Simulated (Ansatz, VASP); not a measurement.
One calculation of Ga, two programs

```
CELL_PARAMETERS angstrom
2.21789 -3.74191 0.00000
2.21789 3.74191 0.00000
0.00000 0.00000 4.42496
ATOMIC_POSITIONS crystal
Ga 0.84436 0.15564 0.08594
Ga 0.65564 0.34436 0.58594
Ga 0.15564 0.84436 0.91406
Ga 0.34436 0.65564 0.41406
```

Alike in both runs: task single point; functional LDA; k mesh 8 × 8 × 7; occupations fermi-dirac, width 0.1 eV; no spin polarisation.

|  | VASP | Ansatz |
| --- | --- | --- |
| version | VASP 6.6.1 | Ansatz 0.2.0 |
| potentials or method | VASP PAW LDA potentials, release 64 (Ga_d) | plane waves (500 eV) with PAW, scalar-relativistic |
| plane-wave cutoff (eV) | 520 | 500 |
| valence electrons in the cell | 52 | 52 |

VASP gave:

- pressure (GPa): 0.2

Question: Which values does Ansatz return?

Answer: Pressure (GPa): 0.0.

Ansatz warned: «pseudo_functional_mismatch».
